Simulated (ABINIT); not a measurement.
Runs of ABINIT 10.8.3 (patched build) on Si. It takes space group Fd-3m (No. 227, cubic). The conventional cell has a = 5.444 Å, b = 5.444 Å, c = 5.444 Å, α = 90.00°, β = 90.00°, γ = 90.00°. Around Si (site symmetry -43m) lie 4 Si at 2.36 Å. 

| potentials or basis | cutoff (eV) | fine-grid cutoff | V0 of scaled cells (Å³/atom) | B0 (GPa) |
| --- | --- | --- | --- | --- |
| PseudoDojo NC SR PBE v0.5 standard | 490 | - | 20.45 | 88 |
| Ansatz NC PBE | 490 | - | 20.46 | 88 |
| SPMS NC PBE v1.0 | 381 | - | 20.46 | 88 |
| JTH PAW PBE v2.0 | 408 | 816.342 eV | 20.44 | 89 |
| PseudoDojo NC SR PBE v0.4 stringent | 490 | - | 20.45 | 88 |
| PseudoDojo NC SR PBE v0.5 stringent | 490 | - | 20.45 | 88 |
| PseudoDojo NC SR PBE v0.4.1 standard | 490 | - | 20.45 | 88 |
| SG15 NC PBE v1.2 | 490 | - | (a) | 87 |

Alike in all rows: task equation of state; level PBE; no spin polarisation; cell as given; k mesh 8 × 8 × 8; smearing fermi-dirac 0.05 eV.

Question: Fill in the values left out.

Answer: (a) 20.56.

Caveats: pressures at fixed basis lie under the slope of the energies.
